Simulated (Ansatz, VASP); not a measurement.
## NaCl in VASP and in Ansatz

INCAR

```
PREC = Accurate ; ENCUT = 520
EDIFF = 1E-6 ; ISMEAR = 0
SIGMA = 0.05 ; LREAL = F
LASPH = T ; NELM = 60
ALGO = Normal ; ISIF = 2
LWAVE = F ; LCHARG = F
GGA = PE ; NBANDS = 14
```

KPOINTS

```
regular mesh
0
Gamma
  6 6 6
```

The input POSCAR:

```
NaCl
1.0
    3.3270805000      0.0000000000      0.0000000000
    0.0000000000      3.3270805000      0.0000000000
    0.0000000000      0.0000000000      3.4146352500
Na Cl
1 1
Direct
    0.0000000000      0.0000000000      0.0000000000
    0.5000000000      0.5000000000      0.5000000000
```

Input for Ansatz:

```yaml
crystal:
  lattice:
    - [3.3270805, 0.0, 0.0]
    - [0.0, 3.3270805, 0.0]
    - [0.0, 0.0, 3.41463525]
  atoms:
    - { symbol: Na, position: [0.0, 0.0, 0.0] }
    - { symbol: Cl, position: [0.5, 0.5, 0.5] }
basis:
  ecutwfc: 420
kpoints:
  mp_grid: { grid: [6, 6, 6] }
hamiltonian:
  xc: pbe
scf:
  occupations: { method: gaussian, width: 0.05 }
output:
  forces: true
  stress: true
  eigenvalues: true
```

Change from the starting cell: strain -0.050 along x and y, -0.025 along z, atoms carried along.

Alike in both runs: task single point; functional PBE; k mesh 6 × 6 × 6; occupations gaussian, width 0.05 eV; no spin polarisation.

```csv
,VASP,Ansatz
version,VASP 6.6.1,Ansatz 0.2.0
potentials or method,"VASP PAW PBE potentials, release 64 (Na_pv, Cl)","scalar-relativistic, plane waves, PAW"
plane-wave cutoff (eV),520,420
valence electrons in the cell,14,16
```

|  | VASP | Ansatz | Ansatz less VASP |
| --- | --- | --- | --- |
| gap on the k mesh at the Fermi level (eV) | 4.38 | 4.38 | 0.000 |
| least direct gap on the mesh (eV) | 4.96 | 4.96 | 0.000 |
| pressure (GPa) | 4.6 | 4.6 | +0.04 |
| largest component of the traceless stress (GPa) | 1.66 | 1.66 | 0.000 |

The two sets of potentials don't hold the same shells in valence.

A k mesh can miss the band edges.
